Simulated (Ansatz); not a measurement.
`F[C](F)(F)[SnH3]` + CH₃NH₂ → `C[NH][SnH3]` + `FC(F)F` at 500 K and 1 bar (ligand exchange at the Sn–C bond).

Calculated with Ansatz (gas phase, PBE0-D4/def2-TZVP geometries, no zero-point term in ΔE). CCSD(T)/CBS adds triple-zeta CCSD(T) − MP2 to the extrapolated MP2 energy (def2 sets, frozen cores). This one scheme is used for every species. Elements past krypton have def2 core potentials. For Sn outer-core shells are correlated without core-valence functions, which leaves a few kJ/mol of doubt a bond.

```json
{"species": "`F[C](F)(F)[SnH3]`", "CCSD(T)/CBS energy (Eh)": "-553.22148", "H − E (kJ/mol)": "132.7", "S (J/(mol·K))": "404.9"}
{"species": "CH₃NH₂", "CCSD(T)/CBS energy (Eh)": "-95.75281", "H − E (kJ/mol)": "191.8", "S (J/(mol·K))": "270.3"}
{"species": "`C[NH][SnH3]`", "CCSD(T)/CBS energy (Eh)": "-310.95876", "H − E (kJ/mol)": "234.1", "S (J/(mol·K))": "381.1"}
{"species": "`FC(F)F`", "CCSD(T)/CBS energy (Eh)": "-338.02896", "H − E (kJ/mol)": "90.5", "S (J/(mol·K))": "290.1"}
```

H − E and S are ideal-gas, rigid-rotor, harmonic terms from PBE0-D4/def2-TZVP, for one conformer and one mirror image of each species. 1 Eh = 2625.50 kJ/mol, R = 8.31446 J/(mol·K).

Task: By hand: ΔE, ΔH, ΔS and ΔG.

Result: ΔE = (-310.95876) + (-338.02896) − (-553.22148) − (-95.75281) = -0.01343 Eh = -35.3 kJ/mol. Δ(H − E) = 234.1 + 90.5 − 132.7 − 191.8 = 0.1, so ΔH = -35.2 kJ/mol. ΔS = 381.1 + 290.1 − 404.9 − 270.3 = -4.0 J/(mol·K). ΔG = -35.2 − 500 × (-4.0)/1000 = -33.2 kJ/mol.

Task: By hand: the equilibrium constant, and the temperature at which ΔG would vanish if ΔH and ΔS stayed fixed.

Result: log₁₀ K = −ΔG/(RT ln 10) = 3.5. ΔG = 0 at ΔH/ΔS = 8800 K, far beyond where these terms or the molecules hold.

The number of gas molecules stays the same, so ΔS is small and ΔH decides. A doubt of 5 kJ/mol in ΔE shifts log₁₀ K by 0.5 here. Other conformers and mirror images would add mixing entropy, several J/(mol·K) or more a flexible species. These are equilibria of isolated gas molecules and say nothing of rates. Largest T1 diagnostic: 0.013 (customary marks: 0.02 for closed shells, 0.045 for open ones).
